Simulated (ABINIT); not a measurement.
SnO2 (Cassiterite):

```xyz
6
Lattice="4.7380 0.0000 0.0000 0.0000 4.7380 0.0000 0.0000 0.0000 3.1865" Properties=species:S:1:pos:R:3 pbc="T T T"
Sn    2.3690    2.3690    1.5933
Sn    0.0000    0.0000    0.0000
O     3.8240    0.9140    1.5933
O     3.2830    3.2830    0.0000
O     0.9140    3.8240    1.5933
O     1.4550    1.4550    0.0000
```

```yaml
Program: ABINIT 10.8.3 (patched build)
Task: single point
Functional: PBE
Potentials_or_basis: JTH PAW PBE v2.0
Cutoff: 626 eV
k_mesh: 6 × 6 × 8
Occupations: fermi-dirac, width 0.05 eV
Spin: no spin polarisation
```

On this cell: pressure 10.0 GPa; largest force 0.259 eV/Å; band gap on the k mesh 1.28 eV, direct.

The same run follows on a disturbed copy (atoms moved at random, drawn with an rms of 0.05 Å):

```
Sn O
1.0
     4.73800    0.00000    0.00000
     0.00000    4.73800    0.00000
     0.00000    0.00000    3.18650
Sn O
2 4
Direct
  0.50136 0.50951 0.49746
  0.99024 0.00615 0.99822
  0.80742 0.19471 0.50555
  0.69731 0.69922 0.00342
  0.20807 0.81229 0.50986
  0.30845 0.30649 0.98763
```

Question: What changes?

Answer: The energy moves by +17.1 meV/atom; pressure 10.0 GPa; largest force 1.705 eV/Å; band gap on the k mesh 1.17 eV, direct.

Forces in eV/Å, atoms in the order of the input:
```
Sn  -0.243 -0.809 -0.068
Sn   1.604 -0.215  0.537
O   -0.484  0.561 -0.434
O    0.060 -0.273 -0.135
O   -0.979  0.631 -0.405
O    0.042  0.105  0.504
```

Stress tensor (GPa, compression positive):
```
 9.00 -0.18 -0.55
-0.18  9.68 -0.80
-0.55 -0.80 11.42
```

Caveats: spin-orbit coupling is left out, which moves the levels of the heavy elements; the atomic spheres overlap.

